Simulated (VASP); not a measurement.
# AlN (P6_3mc) in VASP: settings compared

The runs below take AlN through single point, with HSE06, PBE.

Everything below comes from runs of VASP 6.6.1. Logs are shortened: lines on timing, memory, paths and dates and some standing lists are left out, and cuts for length are marked.

**What was measured.**

From “Structural and optical properties of self-assembled AlN nanowires grown on SiO2/Si substrates by molecular beam epitaxy”, 2024, arxiv:2402.00216, for a bulk crystal of AlN at 0 K: band gap 6.0343 eV (an exciton energy, a little under the gap).

How close the calculation comes is told below.

**1. Starting point**

The structure is hexagonal, space group P6_3mc (No. 186). The conventional cell has a = 3.110 Å, b = 3.110 Å, c = 4.980 Å, α = 90.00°, β = 90.00°, γ = 120.00°. Al (site symmetry 3m) is surrounded by 4 N at 1.89 to 1.90 Å. N (site symmetry 3m) is surrounded by 4 Al at 1.89 to 1.90 Å.

**2. Single point, HSE06**

Contents of POSCAR:

```
AlN
1.0
    3.1100000000      0.0000000000      0.0000000000
   -1.5550000000      2.6933390058      0.0000000000
    0.0000000000      0.0000000000      4.9800000000
Al N
2 2
Direct
    0.6666666667      0.3333333333      0.0000000000
    0.3333333333      0.6666666667      0.5000000000
    0.6666666667      0.3333333333      0.3820000000
    0.3333333333      0.6666666667      0.8820000000
```

Contents of INCAR.step1:

```
SYSTEM = AlN
PREC = Accurate
ENCUT = 520
EDIFF = 1E-5
ISMEAR = -1
SIGMA = 0.05
LREAL = .False.
LASPH = .True.
NELM = 80
ALGO = Normal
ISIF = 2
LWAVE = .True.
GGA = PE
```

Contents of INCAR.step2:

```
SYSTEM = AlN
PREC = Accurate
ENCUT = 520
EDIFF = 1E-7
ISMEAR = -1
SIGMA = 0.05
LREAL = .False.
LASPH = .True.
NELM = 80
ALGO = Normal
ISIF = 2
LWAVE = .False.
LCHARG = .True.
GGA = PE
LHFCALC = .True.
HFSCREEN = 0.2
PRECFOCK = Normal
LELF = .True.
LVHAR = .True.
ISTART = 1
```

Contents of KPOINTS:

```
regular mesh
0
Gamma
  6 6 4
  0 0 0
```

Potentials or basis: VASP PAW PBE potentials, release 64 (Al, N).

Started as:

```
$ cat potpaw_PBE.64/Al/POTCAR potpaw_PBE.64/N/POTCAR > POTCAR
$ cp INCAR.step1 INCAR
$ mpirun -np 1 vasp_std > vasp.out
$ cp INCAR.step2 INCAR
$ mpirun -np 1 vasp_std > vasp.out
```

OUTCAR:

```text
SYSTEM = AlN
   PREC = Accurate
   ENCUT = 520
   EDIFF = 1E-7
   ISMEAR = -1
   LREAL = .False.
   LASPH = .True.
   NELM = 80
   ISIF = 2
   GGA = PE
   LHFCALC = .True.
   HFSCREEN = 0.2
   PRECFOCK = Normal
   ISTART = 1

 ion  position               nearest neighbor table
   1  0.667  0.333  0.000-   4 1.89   4 1.89   4 1.89   3 1.90   2 3.07   2 3.07   2 3.07   2 3.07
                             2 3.07   2 3.07
   2  0.333  0.667  0.500-   3 1.89   3 1.89   3 1.89   4 1.90   1 3.07   1 3.07   1 3.07   1 3.07
                             1 3.07   1 3.07
   3  0.667  0.333  0.382-   2 1.89   2 1.89   2 1.89   1 1.90
   4  0.333  0.667  0.882-   1 1.89   1 1.89   1 1.89   2 1.90

  LATTYP: Found a hexagonal cell.
 ALAT       =     3.1100000000
 C/A-ratio  =     1.6012861736

  Lattice vectors:

 A1 = (   3.1100000000,   0.0000000000,   0.0000000000)
 A2 = (  -1.5550000000,   2.6933390058,   0.0000000000)
 A3 = (   0.0000000000,   0.0000000000,   4.9800000000)

Analysis of symmetry for initial positions (statically):
=====================================================================
 Subroutine PRICEL returns:
 Original cell was already a primitive cell.

 Routine SETGRP: Setting up the symmetry group for a
 hexagonal supercell.

 Subroutine GETGRP returns: Found 12 space group operations
 (whereof  6 operations were pure point group operations)
 out of a pool of 24 trial point group operations.

The static configuration has the point symmetry C_3v.
 The point group associated with its full space group is C_6v.

Analysis of symmetry for dynamics (positions and initial velocities):
=====================================================================
 Subroutine PRICEL returns:
 Original cell was already a primitive cell.

 Routine SETGRP: Setting up the symmetry group for a
 hexagonal supercell.

 Subroutine GETGRP returns: Found 12 space group operations
 (whereof  6 operations were pure point group operations)
 out of a pool of 24 trial point group operations.

The dynamic configuration has the point symmetry C_3v.
 The point group associated with its full space group is C_6v.

 Subroutine INISYM returns: Found 12 space group operations
 (whereof  6 operations are pure point group operations),
 and found     1 'primitive' translations

----------------------------------------------------------------------------------------

                                     Primitive cell

  volume of cell :      41.7139

  direct lattice vectors                    reciprocal lattice vectors
[... 110 lines left out ...]
  Thomas-Fermi vector in A             =   2.325579
   LORBIT       =      0    0 simple, 1 ext, 2 COOP (PROOUT), +10 PAW based schemes
   GGA     = PE    functional components
   LHFCALC =     T    Hartree Fock is set to
   PRECFOCK=normal    Normal, Fast or Accurate (Low or Medium for compatibility)
   ENCUT4O =  -1.0   cutoff for four orbital integrals eV
   NKREDX  =     1    reduce k-point grid by
   NKREDY  =     1    reduce k-point grid by
   NKREDZ  =     1    reduce k-point grid by
   AEXX    =    0.2500 exact exchange contribution
   HFSCREEN=    0.2000 screening length (either q_TF or 0.3 A-1)
   HFSCREENC=   0.2000 screening length for correlation (either q_TF or 0.3 A-1)
   ENCUTFOCK=  -1.0 apply spherical cutoff to Coloumb kernel
   IVDW    =     0    specifies the selected vdW correction
   LEPSILON=     F    determine dielectric tensor
   LRPA    =     F    only Hartree local field effects (RPA)
 non-spin polarized calculation
  energy-cutoff  :      520.00
  volume of cell :       41.71
 maximum number of plane-waves:      1152
 NGX is ok and might be reduce to    24
  NGX = 18; NGY = 18; NGZ = 28

 number of electron      15.9999996 magnetization

 Free energy of the ion-electron system (eV)
  ---------------------------------------------------
  ext. energy  EPLUGINS =         0.00000000
  ---------------------------------------------------
  free energy    TOTEN  =       -34.96014672 eV

  energy without entropy =      -34.96014672  energy(sigma->0) =      -34.96014672

 E-fermi :   6.2053     XC(G=0):  -8.9869

 val. band max:        5.2512658047   @ k =   0.0000   0.0000   0.0000
 cond. band min:      10.8334395869   @ k =   0.0000   0.0000   0.0000
 fundamental gap:      5.5821737822
 Fermi energy:         6.2053154255

 k-point     1 :       0.0000    0.0000    0.0000
  band No.  band energies     occupation
      1     -11.4708      2.00000
      2      -9.1784      2.00000
      3      -1.2700      2.00000
      4       4.2825      2.00000
      5       4.2825      2.00000
      6       5.0077      2.00000
      7       5.0077      2.00000
      8       5.2513      2.00000
      9      10.8334      0.00000
     10      13.4010      0.00000
     11      17.7467      0.00000
     12      18.0384      0.00000
[... 286 lines left out ...]
 k-point    21 :       0.3333    0.3333    0.5000
  band No.  band energies     occupation
      1      -8.7522      2.00000
      2      -8.7522      2.00000
      3      -0.0194      2.00000
      4      -0.0194      2.00000
      5       1.0619      2.00000
      6       1.0619      2.00000
      7       4.3650      2.00000
      8       4.3650      2.00000
      9      14.1825      0.00000
     10      14.1825      0.00000
     11      14.5864      0.00000
     12      14.5864      0.00000

------------------------ aborting loop because EDIFF is reached ----------------------------------------

  FORCE on cell =-STRESS in cart. coord.  units (eV):
  Direction    XX          YY          ZZ          XY          YZ          ZX
  --------------------------------------------------------------------------------------
  -------------------------------------------------------------------------------------
  Total       -0.3421769     -0.3421769     -0.3578763      0.0000000      0.0000000      0.0000000
  in kB      -13.1425772    -13.1425772    -13.7455697      0.0000000      0.0000000      0.0000000
  external PRESSURE =     -13.3435747 kB  Pullay stress =       0.0000000 kB

 VOLUME and BASIS-vectors are now :
 -----------------------------------------------------------------------------
  energy-cutoff  :      520.00
  volume of cell :       41.71
      direct lattice vectors                 reciprocal lattice vectors
     3.110000000  0.000000000  0.000000000     0.321543408  0.185643173  0.000000000
    -1.555000000  2.693339006  0.000000000     0.000000000  0.371286347  0.000000000
     0.000000000  0.000000000  4.980000000     0.000000000  0.000000000  0.200803213

 POSITION                                       TOTAL-FORCE (eV/Angst)
 -----------------------------------------------------------------------------------
      1.55500      0.89778      0.00000        -0.000000      0.000000      0.010828
     -0.00000      1.79556      2.49000        -0.000000      0.000000      0.010828
      1.55500      0.89778      1.90236        -0.000000     -0.000000     -0.010828
     -0.00000      1.79556      4.39236         0.000000      0.000000     -0.010828
 -----------------------------------------------------------------------------------
    total drift:                               -0.000000      0.000000      0.000395

  FREE ENERGIE OF THE ION-ELECTRON SYSTEM (eV)
  ---------------------------------------------------
  free  energy   TOTEN  =       -34.9601467186 eV

  energy  without entropy=      -34.9601467185  energy(sigma->0) =      -34.96014672
```

Run time: 18 min. Hardware: 1 thread of Intel Xeon Platinum 8488C (Sapphire Rapids), shared host; peak memory 0.27 GiB.

What came out:

```yaml
Free_energy: -34.9601 eV
Pressure: -1.3 GPa
Largest_force: 0.011 eV/Å
Band_gap_on_the_k_mesh: 5.58 eV, direct
```

Forces on the atoms (eV/Å):
```
Al   0.000  0.000  0.011
Al   0.000  0.000  0.011
N    0.000  0.000 -0.011
N    0.000  0.000 -0.011
```

Caveat: the PAW data sets were made with another functional, which shifts forces and pressure a little.

**3. Single point, PBE**

Contents of INCAR:

```
PREC = Accurate
ENCUT = 520
EDIFF = 1E-7
ISMEAR = -1
SIGMA = 0.05
LREAL = False
LASPH = True
NELM = 60
ALGO = Normal
ISIF = 2
LWAVE = False
LCHARG = False
GGA = PE
```

Contents of KPOINTS:

```
Automatic mesh
0
Gamma
  8 8 5
```

POSCAR is that of step 2.

Potentials or basis: VASP PAW PBE potentials, release 64 (Al, N).

Started as:

```
$ cat potpaw_PBE.64/Al/POTCAR potpaw_PBE.64/N/POTCAR > POTCAR
$ mpirun -np 1 vasp_std > vasp.out
```

Wall time 19 s (1 thread of Intel Xeon Platinum 8175M at 2.50GHz (Skylake/Cascade Lake), shared host); peak memory 0.15 GiB.

The run converged. Its results:

* Free energy: -29.7704 eV
* Pressure: 3.9 GPa
* Largest force: 0.009 eV/Å
* Band gap on the k mesh: 4.21 eV, direct

Forces in eV/Å, atoms in the order of the input:
```
Al   0.000  0.000  0.009
Al   0.000  0.000  0.009
N    0.000  0.000 -0.009
N    0.000  0.000 -0.009
```

Stress tensor (GPa, compression positive):
```
3.89 0.00 0.00
0.00 3.89 0.00
0.00 0.00 3.81
```

Levels at points of the mesh, in eV from the valence-band top:
| k point | band 4 | band 5 | band 6 | band 7 | band 8 | band 9 | band 10 | band 11 | band 12 |
| --- | --- | --- | --- | --- | --- | --- | --- | --- | --- |
| (0.00, 0.00, 0.00) | -0.87 | -0.87 | -0.22 | -0.22 | 0.00 | 4.21 | 6.67 | 10.62 | 11.15 |
| (0.50, 0.00, 0.00) | -4.18 | -3.35 | -2.10 | -1.78 | -0.70 | 5.81 | 5.81 | 8.19 | 10.28 |

**4. Comparison with measurements**

Step 2. A measured gap of AlN is 6.0343 eV (an exciton energy, a little under the gap; 0 K; quoted in “Structural and optical properties of self-assembled AlN nanowires grown on SiO2/Si substrates by molecular beam epitaxy”, 2024, arxiv:2402.00216); the calculated 5.58 eV misses it by -0.45 eV. 2 values of this kind are on record (6.034 to 6.0343 eV); this one was drawn at random. The value is that of HSE06, without temperature or zero-point motion.

Step 3. Measured gap of AlN: 6.0343 eV (an exciton energy, a little under the gap; 0 K; quoted in “Structural and optical properties of self-assembled AlN nanowires grown on SiO2/Si substrates by molecular beam epitaxy”, 2024, arxiv:2402.00216). This calculation gives 4.21 eV (-1.82 eV). 2 values of this kind are on record (6.034 to 6.0343 eV); this one was drawn at random. The value is that of PBE, without temperature or zero-point motion. Semilocal functionals fall short of measured gaps as a rule.
